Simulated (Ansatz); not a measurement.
Cubic perovskite BaSnO₃, treated with PBE0 (Ansatz, an electronic-structure program, PAW).

Settings: plane-wave cutoff 460 eV, 6×6×6 k mesh, Fermi–Dirac smearing 0.01 eV, scalar-relativistic PAW data made under PBE.

The cell has the measured lattice: a = 4.1160 Å, b = 4.1160 Å, c = 4.1160 Å, α = 90.00°, β = 90.00°, γ = 90.00°.

Q: Estimate the band gap and smallest direct gap on the k points sampled that the calculation returns.

A: 
band gap: 3.38 eV (on the SCF k mesh)
smallest direct gap on the k points sampled: 3.81 eV

Measured, for comparison: band gap 2.95 eV (temperature not stated, not corrected to a static lattice, indirect, from the absorption edge of a single crystal; as tabulated in Kim et al. (2012), arXiv:1207.0764).

Note: cell and atoms aren't relaxed at this level (pressure 0.6 GPa).

Spin–orbit coupling is not included.

Static lattice: no zero-point or thermal effects.

Computing time: roughly 90 core-seconds.
